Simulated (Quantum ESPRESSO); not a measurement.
Crystal: KTaO3.

```
CELL_PARAMETERS angstrom
3.98830 0.00000 0.00000
0.00000 3.98830 0.00000
0.00000 0.00000 3.98830
ATOMIC_POSITIONS crystal
Ta 0.00000 0.00000 0.00000
K 0.50000 0.50000 0.50000
O 0.00000 0.00000 0.50000
O 0.00000 0.50000 0.00000
O 0.50000 0.00000 0.00000
```

Base run:

* Program: Quantum ESPRESSO 7.5
* Functional: PBEsol
* Potentials or basis: GBRV 1.5 PBEsol
* Cutoff: 762 eV
* Density cutoff: 6095 eV
* k mesh: 7 × 7 × 7
* Occupations: fermi-dirac, width 0.05 eV
* Spin: no spin polarisation

Its results: band gap on the k mesh 2.19 eV, indirect (least direct gap 2.76 eV); pressure -0.1 GPa.

Problem. The run is repeated on the same cell with these changes: functional from PBEsol to LDA; potentials or basis from GBRV 1.5 PBEsol to GBRV 1.5 LDA. What comes out?

Solution. Band gap on the k mesh 2.13 eV, indirect (least direct gap 2.70 eV); pressure -5.1 GPa.

Caveats: some levels on the path didn't converge; spin-orbit coupling is left out, which moves the levels of the heavy elements.

A k mesh can miss the band edges.
